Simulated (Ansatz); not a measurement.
Gas-phase electronic energies from Ansatz, PBE0-D4/def2-TZVP geometries. CCSD(T)/CBS is the MP2 limit (def2-TZVPP, def2-QZVPP) plus CCSD(T) − MP2 in def2-TZVPP, frozen cores. DFT in def2-TZVPP. One conformer a species, not always the lowest.

`[OH][Al]([OH])[OH]` + `C#Cc1ccccc1` → `C#[C][Al]([OH])[OH]` + phenol  (formal exchange of groups at the Al–O bond)

`[OH][Al]([OH])[OH]`:

Z-matrix (Å, degrees):
```
Al
O 1 1.689
O 1 1.689 2 120.0
O 1 1.689 2 120.0 3 -180.0
H 2 0.955 1 122.4 3 0.0
H 3 0.956 1 122.5 2 -180.0
H 4 0.956 1 122.4 2 0.0
```

`C#Cc1ccccc1`:

Cartesian coordinates in Å:
```
C 2.367 2.356 0.206
C 1.516 1.509 0.132
C 0.510 0.508 0.044
C -0.813 0.857 -0.241
C -1.788 -0.121 -0.326
C -1.461 -1.454 -0.127
C -0.150 -1.809 0.157
C 0.832 -0.837 0.243
H 3.120 3.106 0.272
H -1.062 1.900 -0.395
H -2.811 0.161 -0.548
H -2.228 -2.218 -0.194
H 0.110 -2.849 0.313
H 1.857 -1.107 0.464
```

`C#[C][Al]([OH])[OH]`:

```xyz
8

C    -0.619    0.794   -2.236
C    -0.305    0.469   -1.115
Al    0.181   -0.098    0.627
O     0.208   -1.731    1.057
O     0.597    1.066    1.772
H    -0.895    1.090   -3.223
H    -0.017   -2.435    0.453
H     0.851    0.844    2.666
```

`Oc1ccccc1`:

Z-matrix (Å, degrees):
```
C
C 1 1.390
C 1 1.390 2 120.0
O 1 1.357 2 117.6 3 180.0
C 2 1.384 1 119.6 3 -0.0
H 2 1.083 1 118.9 3 -180.0
C 3 1.387 1 119.8 2 0.0
H 3 1.086 1 119.9 2 180.0
H 4 0.961 1 109.2 2 180.0
C 5 1.389 2 120.8 1 -0.0
H 5 1.084 2 119.2 1 -180.0
H 7 1.084 3 119.3 1 -180.0
H 10 1.083 5 120.4 2 180.0
```

| level | ΔE (kJ/mol) |
| --- | --- |
| B97M-V | 121.2 |
| ωB97M-V | 119.8 |
| revPBE | 115.7 |
| HF/def2-QZVPP | 124.2 |

Problem. What does CCSD(T)/CBS give? (Best estimate.)

Solution. Computed: +128.7 kJ/mol. The listed levels differ from it by -7.5, -8.9, -13.0, -4.5 kJ/mol.

Largest T1 diagnostic among the species: 0.013.

From BLYP to BHLYP (50 % exact exchange), in def2-TZVPP and without D4, ΔE moves by +5.2 kJ/mol. The D4 term adds +3.0 kJ/mol with B3LYP and +1.7 kJ/mol with PBE0; it sums over pairs of atoms, weighted by their polarisabilities, and B3LYP, whose exchange is more repulsive, gets the larger term.

B3LYP here is the variant with VWN-RPA as its local correlation; programs differ in this.

CCSD(T)/CBS has its own doubt, a few kJ/mol and more with outer-core shells, so smaller differences from it don't rank the levels.
